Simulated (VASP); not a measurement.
# From one sheet to two: 2H-MoS2 monolayer, part 2 of 5

What are the lattice, gap and band positions of 2H-MoS2 monolayer, and what does a second sheet change?

VASP 6.6.1, plane waves and PAW; the level of theory is named at each step.

So far, gap on the k-mesh (eV): step 2 (relaxing the monolayer) 1.79.

## 4. Potential and states of the slab

Level of this step: PBE with D3(BJ), no spin polarisation; plane waves and PAW (Mo, S) (VASP).

A static run writes the electrostatic potential without exchange and correlation (LVHAR), which is flat in the vacuum and gives the level to count from. The dipole correction cancels the field that unlike faces would set up across the vacuum.

The input, INCAR:

```
SYSTEM = MoS2
PREC = Normal
ENCUT = 350
EDIFF = 1E-06
NELM = 120
ISMEAR = 0
SIGMA = 0.03
LREAL = .FALSE.
ALGO = Fast
GGA = PE
IVDW = 12
NBANDS = 15
LASPH = .TRUE.
LORBIT = 11
LWAVE = .FALSE.
LCHARG = .TRUE.
IDIPOL = 3
LDIPOL = .TRUE.
DIPOL = 0.5 0.5 0.5
LVHAR = .TRUE.
LVACPOTAV = .TRUE.
NEDOS = 1500
LELF = .TRUE.
```

The input, POSCAR:

```
MoS2
1.0
    3.1510679983      0.0000000000      0.0000000000
   -1.5755339991      2.7289049355      0.0000000000
    0.0000000000      0.0000000000     22.0000000000
Mo S
1 2
Direct
    0.3333333333      0.6666666667      0.5000000000
    0.6666666667      0.3333333333      0.4286452981
    0.6666666667      0.3333333333      0.5713547019
```

The input, KPOINTS:

```
Automatic mesh
0
Gamma
12 12 1
0 0 0
```

The input, KPOINTS_OPT:

```
Line mode
14
Line-mode
Reciprocal
  0.00000000   0.00000000   0.00000000 GAMMA
  0.50000000   0.00000000   0.00000000 M

  0.50000000   0.00000000   0.00000000 M
  0.33333333   0.33333333   0.00000000 K

  0.33333333   0.33333333   0.00000000 K
  0.00000000   0.00000000   0.00000000 GAMMA
```

Potentials, in the order of the species: Mo and S (PBE family, release 64).

The run is started by

```sh
$ mpirun -np 4 vasp_std
```

Log:

```text
[banner, memory and clock lines left out]
running    4 mpi-ranks, on    1 nodes
 distrk:  each k-point on    4 cores,    1 groups
 distr:  one band on    1 cores,    4 groups

 POSCAR found type information on POSCAR MoS
 POSCAR found :  2 types and       3 ions
 LDA part: xc-table for (Slater+PW92), standard interpolation
|                                                                             |
|           W    W    AA    RRRRR   N    N  II  N    N   GGGG   !!!           |
|           W    W   A  A   R    R  NN   N  II  NN   N  G    G  !!!           |
|           W    W  A    A  R    R  N N  N  II  N N  N  G       !!!           |
|           W WW W  AAAAAA  RRRRR   N  N N  II  N  N N  G  GGG   !            |
|           WW  WW  A    A  R   R   N   NN  II  N   NN  G    G                |
|           W    W  A    A  R    R  N    N  II  N    N   GGGG   !!!           |
|                                                                             |
|     The number of bands has been changed from the values supplied in        |
|     The orbitals not found in the WAVECAR file will be initialized with     |
|     random numbers, which is usually adequate. For correlated               |
|     calculations, however, you should redo the groundstate calculation.     |
|     I found NBANDS = 15. Now, NBANDS = 16.                                  |
|                                                                             |

 POSCAR, INCAR and KPOINTS ok, starting setup
 FFT: planning ... GRIDC
 FFT: planning ... GRID_SOFT
 FFT: planning ... GRID
 WAVECAR not read
 entering main loop
       N       E                     dE             d eps       ncg     rms          rms(c)
DAV:   1     0.110023463130E+03    0.11002E+03   -0.52283E+03   608   0.617E+02
DAV:   2    -0.120573323535E+02   -0.12208E+03   -0.11382E+03   936   0.153E+02
DAV:   3    -0.231157435236E+02   -0.11058E+02   -0.10918E+02   792   0.564E+01
DAV:   4    -0.233242844673E+02   -0.20854E+00   -0.20823E+00   808   0.923E+00
DAV:   5    -0.233304298360E+02   -0.61454E-02   -0.61449E-02   856   0.150E+00    0.257E+01
RMM:   6    -0.221528093386E+02    0.11776E+01   -0.40017E+00   670   0.101E+01    0.901E+00
RMM:   7    -0.219288209630E+02    0.22399E+00   -0.10441E+00   670   0.589E+00    0.711E+00
RMM:   8    -0.217984308283E+02    0.13039E+00   -0.60253E-01   703   0.431E+00    0.140E+00
RMM:   9    -0.217872230149E+02    0.11208E-01   -0.68108E-02   730   0.207E+00    0.535E-01
RMM:  10    -0.217873356555E+02   -0.11264E-03   -0.13351E-02   759   0.716E-01    0.250E-01
RMM:  11    -0.217870777843E+02    0.25787E-03   -0.20125E-03   741   0.327E-01    0.131E-01
RMM:  12    -0.217870425823E+02    0.35202E-04   -0.10025E-03   769   0.176E-01    0.362E-02
RMM:  13    -0.217874429593E+02   -0.40038E-03   -0.11060E-03   741   0.161E-01    0.694E-02
RMM:  14    -0.217873661710E+02    0.76788E-04   -0.36775E-04   709   0.114E-01    0.122E-02
RMM:  15    -0.217875877025E+02   -0.22153E-03   -0.70240E-05   772   0.465E-02    0.169E-02
RMM:  16    -0.217876398778E+02   -0.52175E-04   -0.23479E-05   772   0.233E-02    0.657E-03
RMM:  17    -0.217876808509E+02   -0.40973E-04   -0.58471E-06   679   0.131E-02    0.208E-03
RMM:  18    -0.217877102353E+02   -0.29384E-04   -0.17534E-06   574   0.656E-03    0.334E-03
RMM:  19    -0.217877192438E+02   -0.90085E-05   -0.54018E-07   557   0.370E-03    0.100E-03
RMM:  20    -0.217877222451E+02   -0.30013E-05   -0.24336E-07   482   0.246E-03    0.583E-04
RMM:  21    -0.217877230483E+02   -0.80322E-06   -0.64630E-08   353   0.152E-03
|                                                                             |
|           W    W    AA    RRRRR   N    N  II  N    N   GGGG   !!!           |
|           W    W   A  A   R    R  NN   N  II  NN   N  G    G  !!!           |
|           W    W  A    A  R    R  N N  N  II  N N  N  G       !!!           |
|           W WW W  AAAAAA  RRRRR   N  N N  II  N  N N  G  GGG   !            |
|           WW  WW  A    A  R   R   N   NN  II  N   NN  G    G                |
|           W    W  A    A  R    R  N    N  II  N    N   GGGG   !!!           |
|                                                                             |
|     Did not find any points to average over, which means that no vacuum     |
|     field-free region was found. Please increase the size of  your cell     |
|     in the dimension of the dipole correction to obtain accurate            |
|     workfunction values.                                                    |
|                                                                             |

   1 F= -.22747167E+02 E0= -.22747167E+02  d E =-.113281E-11
 Start KPOINTS_OPT (optional k-point list driver)
k-point batch [1-19\42]
       N       E                     dE             ncg
DAV:   1    -0.266672301508E+03   -0.65724E+04      608
DAV:   2    -0.244365998574E+04   -0.21770E+04      928
DAV:   3    -0.264774307607E+04   -0.20408E+03      792
DAV:   4    -0.265202952913E+04   -0.42865E+01      816
DAV:   5    -0.265212740429E+04   -0.97875E-01      808
DAV:   6    -0.265213000115E+04   -0.25969E-02      808
DAV:   7    -0.265213007796E+04   -0.76809E-04      856
DAV:   8    -0.265213008139E+04   -0.34363E-05      760
DAV:   9    -0.265213008156E+04   -0.16131E-06      624
[...]
k-point batch [39-42\42]
       N       E                     dE             ncg
DAV:   1     0.705019521955E+04   -0.18510E+03      128
DAV:   2     0.665262119011E+04   -0.39757E+03      192
DAV:   3     0.661521757569E+04   -0.37404E+02      168
DAV:   4     0.661437128036E+04   -0.84630E+00      168
DAV:   5     0.661435625131E+04   -0.15029E-01      160
DAV:   6     0.661435536735E+04   -0.88396E-03      184
DAV:   7     0.661435536447E+04   -0.28751E-05      184
DAV:   8     0.661435536440E+04   -0.76836E-07      136
```

Run time: 8.4 s. Hardware: 4 MPI ranks of Intel Xeon 6975P-C (Granite Rapids), shared host; peak memory 0.53 GiB; 29 s of CPU time.

From OUTCAR (step 4):

```text
The static configuration has the point symmetry D_3h.

 Found     19 irreducible k-points:

   k-points           NKPTS =     19   k-points in BZ     NKDIM =     19   number of bands    NBANDS=     16

   NELECT =      18.0000    total number of electrons

 E-fermi :  -2.6363

 k-point     1 :       0.0000    0.0000    0.0000
  band No.  band energies     occupation
    ...
      5      -5.3355      2.00000
      6      -4.6234      2.00000
      7      -4.1990      2.00000
      8      -4.1990      2.00000
      9      -2.8943      2.00000
     10       0.0955      0.00000
     11       0.0955      0.00000
     12       0.3061      0.00000
     13       0.3062      0.00000
     14       2.6165      0.00000
    ...

 k-point     2 :       0.0833    0.0000    0.0000
  band No.  band energies     occupation
    ...
      5      -5.2232      2.00000
      6      -5.0646      2.00000
      7      -4.3685      2.00000
      8      -3.9241      2.00000
      9      -2.9361      2.00000
     10      -0.0509      0.00000
     11       0.0070      0.00000
     12       0.1874      0.00000
     13       0.2725      0.00000
     14       2.7907      0.00000
    ...

 Edisp (eV)   -0.95944

  Total      -0.02585    -0.02585    -0.09158    -0.00000    -0.00000    -0.00000
  in kB      -0.21896    -0.21896    -0.77557    -0.00000    -0.00000    -0.00000
  external pressure =       -0.40 kB  Pullay stress =        0.00 kB

 POSITION                                       TOTAL-FORCE (eV/Angst)
 -----------------------------------------------------------------------------------
     -0.00000      1.81927     11.00000         0.000000     -0.000000      0.000000
      1.57553      0.90963      9.43020        -0.000000      0.000000      0.005962
      1.57553      0.90963     12.56980         0.000000     -0.000000     -0.005962
 -----------------------------------------------------------------------------------
    total drift:                                0.000004     -0.000003      0.000000

  FREE ENERGIE OF THE ION-ELECTRON SYSTEM (eV)
  ---------------------------------------------------
  free  energy   TOTEN  =       -22.7471668810 eV

  energy  without entropy=      -22.7471668810  energy(sigma->0) =      -22.74716688

 vacuum level on the upper side and lower side of the slab         3.123         3.123

[... 9 parts as in an earlier step ...]

[... 5 further parts left out ...]
```

Numbers from this step:

| Item | Value |
| --- | --- |
| Fermi energy | -2.636 eV |
| least gap on mesh and path | 1.785 eV |
| least direct gap on mesh and path | 1.785 eV |
| vacuum levels | 3.123, 3.123 eV |
| ionisation potentials of the upper and lower face | 5.891, 5.891 eV |
| electron affinities of the upper and lower face | 4.105, 4.105 eV |

Electronic bands along the path, in eV, zero at the valence-band top; v1 is the highest filled band, c1 the lowest empty one:

```tsv
point	v4	v3	v2	v1	c1	c2	c3	c4
Γ	-1.86	-1.43	-1.43	-0.13	2.86	2.86	3.07	3.07
0.54 of the way	-2.54	-1.60	-1.45	-0.88	2.17	2.36	3.07	3.93
M	-3.15	-1.96	-0.87	-0.67	2.31	2.81	3.96	4.34
0.46 of the way	-3.19	-2.21	-1.95	-0.32	2.24	3.05	3.55	4.44
K	-3.59	-2.95	-2.23	0.00	1.79	2.99	3.59	5.01
0.46 of the way	-3.31	-2.02	-1.14	-0.81	1.91	2.55	2.79	4.32
Γ	-1.86	-1.43	-1.43	-0.13	2.86	2.86	3.07	3.07
```

Of the projections kept (Mo, S), the largest for each band there; the rest of the weight can lie on other orbitals:

```tsv
point	v4	v3	v2	v1	c1	c2	c3	c4
Γ	S 0.89	Mo 0.65	Mo 0.65	Mo 0.81	S 0.52	S 0.52	S 0.60	S 0.60
M	Mo 0.60	S 0.70	S 0.79	Mo 0.72	Mo 0.96	Mo 0.91	Mo 0.64	Mo 0.60
K	S 0.59	S 0.80	S 0.60	Mo 0.85	Mo 0.92	Mo 0.78	Mo 0.80	Mo 0.70
Γ	S 0.89	Mo 0.65	Mo 0.65	Mo 0.81	S 0.52	S 0.52	S 0.60	S 0.60
```

Zero at the Fermi level. The planar average of the electrostatic potential by height:

```tsv
height (Å)	planar average of the electrostatic potential (eV)
0	5.76
1	5.76
2	5.76
3	5.76
4	5.76
5	5.76
6	5.76
7	5.73
8	5.18
9	-7.30
10	-7.23
11	-8.53
12	-7.23
13	-7.30
14	5.18
15	5.73
16	5.76
17	5.76
18	5.76
19	5.76
20	5.76
21	5.76
```

Density of states in the PAW spheres, an atom over height of the layer and energy from the Fermi level.

Ten even steps from '0' (0.00 states/eV) to '9' (1.62 states/eV), each cell a mean:
```
000
000
060
191
242
333
464
252
131
363
363
363
232
010
353
262
010
000
000
000
000
000
```
Columns: height of the layer (Å) from 9.4 to 12.6; rows upwards: energy from the Fermi level (eV) from -7.9 to 0.5.

Valence density in the ca plane at fractional y = 0.333, with atoms of S within 0.2 Å of it. It is the smooth field of the valence electrons, not physical close to the nuclei.

Ten even steps from '0' (0.0 e/Å³) to '9' (1.1 e/Å³), each cell a mean:
```
00000000000000000247874223478741000000000000
00000000000000001488796323697884100000000000
00000000000000001595187323781595100000000000
00000000000000001388896323698983100000000000
00000000000000000146764323467631000000000000
00000000000000000012222333222210000000000000
00000000000000000001112343211100000000000000
00000000000000000012332333233210000000000000
```
Columns run along c (16.0 Å, from fractional 0.10 to 0.83 of the cell), rows up along a (3.2 Å). Atoms in or near the plane, at fractional coordinates: S at (0.43, 0.67), S at (0.57, 0.67).

ELF in the ca plane at fractional y = 0.333, with atoms of S within 0.2 Å of it. It is the smooth field of the valence electrons, not physical close to the nuclei.

Ten even steps from '0' (0.00) to '9' (0.94), each cell a mean:
```
00000000000000246898887422588898754100000000
00000000000000368998677523676799975100000000
00000000000003478998457523674599985100000000
00000000000000458998778523687799974000000000
00000000000000145788886322578888642100000000
00000000000000101234543211235432100000000000
00000000000000000001221111112210000000000000
00000000000000211345653222246654200000000000
```
Columns run along c (16.0 Å, from fractional 0.10 to 0.83 of the cell), rows up along a (3.2 Å). Atoms in or near the plane, at fractional coordinates: S at (0.43, 0.67), S at (0.57, 0.67).

The map of layer states is cut here 0.5 eV above the Fermi level, so it leaves out the states above that.

The vacuum level lies 5.89 eV above the highest filled level at the upper face; both faces agree, as the slab has next to no dipole.

The program found no field-free point at its default tolerance, but its printed level agrees with the flat part of the planar average.

## 5. The slab in a field, field -0.1

A field across the slab, with the atoms held, gives the electronic response: the dipole changes linearly with the field, and the energy has a linear term from the slab's own dipole and a quadratic one from its polarisability.

Changes to INCAR since step 4:

```diff
@@ -15,3 +15,4 @@
 LWAVE = .FALSE.
-LCHARG = .TRUE.
+LCHARG = .FALSE.
+KPAR = 4
 IDIPOL = 3
@@ -19,5 +20,2 @@
 DIPOL = 0.5 0.5 0.5
-LVHAR = .TRUE.
-LVACPOTAV = .TRUE.
-NEDOS = 1500
-LELF = .TRUE.
+EFIELD = -0.1
```

POSCAR is that of step 4.

KPOINTS is that of step 4.

The run is started by

```sh
$ mpirun -np 4 vasp_std
```

Log:

```text
[... set-up lines as in an earlier step ...]
 entering main loop
       N       E                     dE             d eps       ncg     rms          rms(c)
DAV:   1     0.115091960230E+03    0.11509E+03   -0.52466E+03   570   0.651E+02
DAV:   2    -0.112439960310E+02   -0.12634E+03   -0.11701E+03   869   0.163E+02
DAV:   3    -0.231014881777E+02   -0.11857E+02   -0.11717E+02   780   0.614E+01
DAV:   4    -0.233328581353E+02   -0.23137E+00   -0.23081E+00   761   0.103E+01
DAV:   5    -0.233396715577E+02   -0.68134E-02   -0.68115E-02   810   0.165E+00    0.257E+01
RMM:   6    -0.221484079340E+02    0.11913E+01   -0.41770E+00   617   0.109E+01    0.885E+00
RMM:   7    -0.219199449085E+02    0.22846E+00   -0.11065E+00   613   0.643E+00    0.712E+00
RMM:   8    -0.218003955391E+02    0.11955E+00   -0.65056E-01   647   0.473E+00    0.153E+00
RMM:   9    -0.217883646492E+02    0.12031E-01   -0.76036E-02   660   0.231E+00    0.546E-01
RMM:  10    -0.217885257137E+02   -0.16106E-03   -0.15335E-02   699   0.786E-01    0.247E-01
RMM:  11    -0.217881716035E+02    0.35411E-03   -0.24087E-03   686   0.363E-01    0.951E-02
RMM:  12    -0.217882527018E+02   -0.81098E-04   -0.10429E-03   728   0.182E-01    0.390E-02
RMM:  13    -0.217883702471E+02   -0.11755E-03   -0.20629E-04   747   0.875E-02    0.226E-02
RMM:  14    -0.217886434894E+02   -0.27324E-03   -0.21481E-04   702   0.639E-02    0.476E-02
RMM:  15    -0.217886412201E+02    0.22693E-05   -0.28469E-05   737   0.287E-02    0.287E-02
RMM:  16    -0.217887297350E+02   -0.88515E-04   -0.10441E-05   635   0.178E-02    0.176E-02
RMM:  17    -0.217888562924E+02   -0.12656E-03   -0.13738E-05   662   0.152E-02    0.131E-02
RMM:  18    -0.217889236487E+02   -0.67356E-04   -0.59671E-06   661   0.113E-02    0.361E-03
RMM:  19    -0.217889283989E+02   -0.47501E-05   -0.11472E-06   496   0.563E-03    0.216E-03
RMM:  20    -0.217889366764E+02   -0.82775E-05   -0.37353E-07   439   0.316E-03    0.217E-03
RMM:  21    -0.217889391515E+02   -0.24751E-05   -0.10569E-07   311   0.173E-03    0.169E-03
RMM:  22    -0.217889397025E+02   -0.55101E-06   -0.23794E-08   228   0.124E-03
   1 F= -.22748384E+02 E0= -.22748384E+02  d E =-.329088E-11
```

Wall time 5.4 s (4 MPI ranks); peak memory 0.67 GiB.

OUTCAR, selected parts (step 5):

```text
   NELECT =      18.0000    total number of electrons

 dipolmoment           0.000000      0.000000     -0.024305 electrons x Angstroem

 E-fermi :  -2.6404

 k-point     1 :       0.0000    0.0000    0.0000
  band No.  band energies     occupation
    ...
      5      -5.3358      2.00000
      6      -4.6240      2.00000
      7      -4.1994      2.00000
      8      -4.1994      2.00000
      9      -2.8946      2.00000
     10       0.0950      0.00000
     11       0.0950      0.00000
     12       0.3060      0.00000
     13       0.3060      0.00000
     14       2.4138      0.00000
    ...

 Edisp (eV)   -0.95944

  Total      -0.02549    -0.02549    -0.09359    -0.00000     0.00000     0.00000
  in kB      -0.21592    -0.21592    -0.79261    -0.00000     0.00000     0.00000
  external pressure =       -0.41 kB  Pullay stress =        0.00 kB

 POSITION                                       TOTAL-FORCE (eV/Angst)
 -----------------------------------------------------------------------------------
     -0.00000      1.81927     11.00000         0.000000     -0.000000     -0.006906
      1.57553      0.90963      9.43020         0.000000     -0.000000      0.009779
      1.57553      0.90963     12.56980        -0.000000      0.000000     -0.002873
 -----------------------------------------------------------------------------------
    total drift:                                0.000004     -0.000003      0.000075

  FREE ENERGIE OF THE ION-ELECTRON SYSTEM (eV)
  ---------------------------------------------------
  free  energy   TOTEN  =       -22.7483835352 eV

  energy  without entropy=      -22.7483835352  energy(sigma->0) =      -22.74838354

 vacuum level on the upper side and lower side of the slab         3.743         2.151

[... 8 parts as in an earlier step ...]

[... 9 further parts left out ...]
```

This step gave:

```
electronic cycles : 22
Fermi energy      : -2.640 eV
dipole moment     : 0, 0, -0.02431 e·Å
```

VASP counts the dipole in electrons times Å, so a positive number points the physical dipole along −c. A positive EFIELD is likewise a physical field along −c.

Energy at zero smearing: -22.74838 eV.

## 6. The slab in a field, field 0.1

Changes to INCAR since step 5:

```diff
@@ -20,2 +20,2 @@
 DIPOL = 0.5 0.5 0.5
-EFIELD = -0.1
+EFIELD = 0.1
```

POSCAR is that of step 5.

KPOINTS is that of step 5.

The run is started by

```sh
$ mpirun -np 4 vasp_std
```

Log:

```text
[... set-up lines as in an earlier step ...]
 entering main loop
       N       E                     dE             d eps       ncg     rms          rms(c)
DAV:   1     0.115169771688E+03    0.11517E+03   -0.52437E+03   570   0.651E+02
DAV:   2    -0.115269653432E+02   -0.12670E+03   -0.11799E+03   901   0.163E+02
DAV:   3    -0.231086763278E+02   -0.11582E+02   -0.11446E+02   780   0.607E+01
DAV:   4    -0.233336425791E+02   -0.22497E+00   -0.22458E+00   741   0.101E+01
[...]
RMM:  20    -0.217889370650E+02   -0.84840E-05   -0.38328E-07   449   0.309E-03    0.172E-03
RMM:  21    -0.217889392087E+02   -0.21437E-05   -0.11448E-07   300   0.175E-03    0.153E-03
RMM:  22    -0.217889397901E+02   -0.58147E-06   -0.29861E-08   233   0.133E-03
   1 F= -.22748384E+02 E0= -.22748384E+02  d E =-.717285E-23
```

Wall time 5.4 s (4 MPI ranks); peak memory 0.67 GiB.

OUTCAR, selected parts (step 6):

```text
 Edisp (eV)   -0.95944

  Total      -0.02540    -0.02540    -0.09365    -0.00000     0.00000    -0.00000
  in kB      -0.21508    -0.21508    -0.79314    -0.00000     0.00000    -0.00000
  external pressure =       -0.41 kB  Pullay stress =        0.00 kB

 POSITION                                       TOTAL-FORCE (eV/Angst)
 -----------------------------------------------------------------------------------
     -0.00000      1.81927     11.00000        -0.000000      0.000000      0.006874
      1.57553      0.90963      9.43020         0.000000     -0.000000      0.003050
      1.57553      0.90963     12.56980        -0.000000      0.000000     -0.009924
 -----------------------------------------------------------------------------------
    total drift:                                0.000004     -0.000002      0.000003

  FREE ENERGIE OF THE ION-ELECTRON SYSTEM (eV)
  ---------------------------------------------------
  free  energy   TOTEN  =       -22.7483836228 eV

  energy  without entropy=      -22.7483836228  energy(sigma->0) =      -22.74838362

[... 2 parts as in an earlier step ...]

[... 1 further part left out ...]
[key lines of the parts left out:]
E-fermi :  -2.5668
```

Numbers from this step:

```yaml
fermi_energy: -2.567 eV
dipole_moment: 0, 0, 0.02431 e·Å
```

Energy at zero smearing: -22.74838 eV.

(Part 2 of 5 ends here.)

[Lines on the potential files, build, host, timing and source positions are cut from VASP's logs without a mark.]

[Logs are printed without paths, hosts, clocks, repeated set-up lines and the standing remarks that a program may print on its own settings, such as how far it seeks lower states.]

[Hosts, paths, dates, database ids (printed as entryN), source tags and the programs' standing remarks are cut or masked in the printed files.]

[Runs that stopped without an error message from VASP are left out.]
